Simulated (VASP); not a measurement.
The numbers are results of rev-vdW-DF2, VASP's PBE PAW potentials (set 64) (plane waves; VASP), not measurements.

VASP ran on this input.

**KPOINTS**
```
k-points along high-symmetry lines
10
Line-mode
Reciprocal
  0.000000   0.000000   0.000000 ! GAMMA
  0.000000   0.500000   0.000000 ! X

  0.000000   0.500000   0.000000 ! X
  0.500000   0.500000   0.000000 ! M

  0.500000   0.500000   0.000000 ! M
  0.000000   0.000000   0.000000 ! GAMMA

  0.000000   0.000000   0.000000 ! GAMMA
  0.000000   0.000000   0.500000 ! Z

  0.000000   0.000000   0.500000 ! Z
  0.000000   0.500000   0.500000 ! R

  0.000000   0.500000   0.500000 ! R
  0.500000   0.500000   0.500000 ! A

  0.500000   0.500000   0.500000 ! A
  0.000000   0.000000   0.500000 ! Z

  0.000000   0.500000   0.000000 ! X
  0.000000   0.500000   0.500000 ! R

  0.500000   0.500000   0.000000 ! M
  0.500000   0.500000   0.500000 ! A
```

**POSCAR**
```
MgF2
1
    4.6449471295     0.0000000000     0.0000000000
    0.0000000000     4.6449471295     0.0000000000
    0.0000000000     0.0000000000     3.0690266891
Mg F
2 4
Direct
  1.0000000000   0.0000000000   0.0000000000
  0.5000000000   0.5000000000   0.5000000000
  0.3027774209   0.3027774209   1.0000000000
  0.8027774209   0.1972225791   0.5000000000
  0.1972225791   0.8027774209   0.5000000000
  0.6972225791   0.6972225791   0.0000000000
```

### INCAR
```
SYSTEM = MgF2
PREC = Accurate
ENCUT = 520
EDIFF = 1E-7
NELM = 100
ALGO = Normal
LREAL = .FALSE.
LASPH = .TRUE.
ISMEAR = 0
SIGMA = 0.05
GGA = MK
PARAM1 = 0.1234568
PARAM2 = 0.7114
ZAB_VDW = -1.8867
LUSE_VDW = .TRUE.
AGGAC = 0.0
LWAVE = .FALSE.
LCHARG = .FALSE.
LORBIT = 11
ICHARG = 11
```

POTCAR, in this order: Mg F (PBE.64 set). Program: vasp_std. Read from the step before: CHGCAR.

The resulting files:

OUTCAR:
```
 ion  position               nearest neighbor table
   1  0.000  0.000  0.000-   3 1.99   6 1.99   5 2.01   4 2.01   4 2.01   5 2.01   2 3.63   2 3.63
                             2 3.63   2 3.63   2 3.63   2 3.63   2 3.63   2 3.63
   2  0.500  0.500  0.500-   4 1.99   5 1.99   3 2.01   6 2.01   3 2.01   6 2.01   1 3.63   1 3.63
                             1 3.63   1 3.63   1 3.63   1 3.63   1 3.63   1 3.63
   3  0.303  0.303  0.000-   1 1.99   2 2.01   2 2.01
   4  0.803  0.197  0.500-   2 1.99   1 2.01   1 2.01
   5  0.197  0.803  0.500-   2 1.99   1 2.01   1 2.01
   6  0.697  0.697  0.000-   1 1.99   2 2.01   2 2.01
  LATTYP: Found a simple tetragonal cell.
 ALAT       =     4.6449471295
 C/A-ratio  =     0.6607237076
 Subroutine PRICEL returns:
 Original cell was already a primitive cell.
 Subroutine GETGRP returns: Found 16 space group operations
The static configuration has the point symmetry D_2h.
 The point group associated with its full space group is D_4h.
The dynamic configuration has the point symmetry D_2h.
 Subroutine INISYM returns: Found 16 space group operations
   k-points           NKPTS =     90   k-points in BZ     NKDIM =     90   number of bands    NBANDS=     20
   number of dos      NEDOS =    301   number of ions     NIONS =      6
   total plane-waves  NPLWV =  31104
   dimension x,y,z NGX =    36 NGY =   36 NGZ =   24
   dimension x,y,z NGXF=    72 NGYF=   72 NGZF=   48
   ions per type =               2   4
   PREC   = accura    normal or accurate (medium, high low for compatibility)
   ISTART =      0    job   : 0-new  1-cont  2-samecut
   ICHARG =     11    charge: 1-file 2-atom 10-const
   ISPIN  =      1    spin polarized calculation?
   LNONCOLLINEAR =      F non collinear calculations
   LSORBIT =      F    spin-orbit coupling
   INIWAV =      1    electr: 0-lowe 1-rand  2-diag
   ENCUT  =  520.0 eV  38.22 Ry    6.18 a.u.   8.64  8.64  5.71*2*pi/ulx,y,z
   NELM   =    100;   NELMIN=  2; NELMDL= -5     # of ELM steps
   EDIFF  = 0.1E-06   stopping-criterion for ELM
   LREAL  =      F    real-space projection
   NLSPLINE    = F    spline interpolate recip. space projectors
   LMAXMIX     =    2 max onsite mixed and CHGCAR
   VOSKOWN=      0    Vosko Wilk Nusair interpolation
   EDIFFG = 0.1E-05   stopping-criterion for IOM
   NSW    =      0    number of steps for IOM
   NBLOCK =      1;   KBLOCK =      1    inner block; outer block
   IBRION =     -1    ionic relax: 0-MD 1-quasi-New 2-CG
   NFREE  =      0    steps in history (QN), initial steepest desc. (CG)
   ISIF   =      2    stress and relaxation
   ISYM   =      2    0-nonsym 1-usesym 2-fastsym
   TEIN   =    0.0    initial temperature
   TEBEG  =    0.0;   TEEND  =   0.0 temperature during run
   SMASS  =  -3.00    Nose mass-parameter (am)
   PSTRESS=    0.0 pullay stress
   NELECT =      32.0000    total number of electrons
   EFERMI =   0.00;   METHOD = LEGACY
   ISMEAR =     0;   SIGMA  =   0.05  broadening in eV -4-tet -1-fermi 0-gaus
   IALGO  =     38    algorithm
   LDIAG  =      T    sub-space diagonalisation (order eigenvalues)
   IMIX   =      4    mixing-type and parameters
     AMIX     =   0.40;   BMIX     =  1.00
     AMIX_MAG =   1.60;   BMIX_MAG =  1.00
     AMIN     =   0.10
   GGA     = MK    functional components
   VOSKOWN =     0    Vosko Wilk Nusair interpolation
   LHFCALC =     F    Hartree Fock is set to
   LHFONE  =     F    Hartree Fock one center treatment
   AEXX    =    0.0000 exact exchange contribution
   LUSE_VDW   =     T    switch on vdW DFT
   IVDW    =     0    specifies the selected vdW correction
   LEPSILON=     F    determine dielectric tensor
   LRPA    =     F    only Hartree local field effects (RPA)
  energy-cutoff  :      520.00
  volume of cell :       66.22
      direct lattice vectors                 reciprocal lattice vectors
     4.644947130  0.000000000  0.000000000     0.215287703  0.000000000  0.000000000
     0.000000000  4.644947130  0.000000000     0.000000000  0.215287703  0.000000000
     0.000000000  0.000000000  3.069026689     0.000000000  0.000000000  0.325836202
 k-point     1 :   0.0000 0.0000 0.0000  plane waves:    1827
...
```

OSZICAR:
```
       N       E                     dE             d eps       ncg     rms          rms(c)
DAV:   1     0.209311512868E+03    0.20931E+03   -0.17865E+04  3712   0.150E+03
DAV:   2    -0.132573227926E+02   -0.22257E+03   -0.21559E+03  4896   0.327E+02
DAV:   3    -0.228863183035E+02   -0.96290E+01   -0.95977E+01  4244   0.712E+01
DAV:   4    -0.229520291893E+02   -0.65711E-01   -0.65691E-01  4044   0.678E+00
DAV:   5    -0.229524696901E+02   -0.44050E-03   -0.44048E-03  4076   0.563E-01
DAV:   6    -0.229524744671E+02   -0.47770E-05   -0.47770E-05  4092   0.565E-02
DAV:   7    -0.229524745427E+02   -0.75594E-07   -0.75614E-07  3716   0.649E-03
   1 F= -.22952475E+02 E0= -.22952475E+02  d E =-.664083E-18
```

**OUTCAR**
```
 val. band max:       -1.4733826124   @ k =   0.0000   0.0000   0.0000

 cond. band min:       5.5066874793   @ k =   0.0000   0.0000   0.0000



 k-point     1 :       0.0000    0.0000    0.0000
  band No.  band energies     occupation
      1     -22.0300      2.00000
      2     -21.2418      2.00000
      3     -21.2418      2.00000
      4     -21.1468      2.00000
      5      -5.4850      2.00000
      6      -3.9460      2.00000
      7      -3.5426      2.00000
      8      -3.5426      2.00000
      9      -3.3602      2.00000
     10      -3.3134      2.00000
     11      -2.6826      2.00000
     12      -2.6826      2.00000
     13      -2.1947      2.00000
     14      -1.7925      2.00000
     15      -1.7925      2.00000
     16      -1.4734      2.00000
     17       5.5067      0.00000
     18      10.6403      0.00000
     19      10.6403      0.00000
     20      12.1090      0.00000

 k-point     2 :       0.0000    0.0556    0.0000
  band No.  band energies     occupation
      1     -22.0248      2.00000
      2     -21.2537      2.00000
      3     -21.2401      2.00000
      4     -21.1417      2.00000
      5      -5.4734      2.00000
      6      -3.9436      2.00000
      7      -3.6094      2.00000
      8      -3.5242      2.00000
      9      -3.3555      2.00000
     10      -3.2550      2.00000
     11      -2.6883      2.00000
     12      -2.6790      2.00000
     13      -2.1984      2.00000
     14      -1.8208      2.00000
     15      -1.7948      2.00000
     16      -1.4810      2.00000
     17       5.5466      0.00000
     18      10.5746      0.00000
     19      10.6603      0.00000
     20      12.1272      0.00000

 k-point     3 :       0.0000    0.1111    0.0000
  band No.  band energies     occupation
      1     -22.0098      2.00000
      2     -21.2841      2.00000
      3     -21.2358      2.00000
      4     -21.1321      2.00000
      5      -5.4392      2.00000
      6      -3.9333      2.00000
...
```

The density is held fixed in this step, so its total energy and stress have no physical meaning.

The compound is MgF2 in the rutile structure. It was relaxed first.
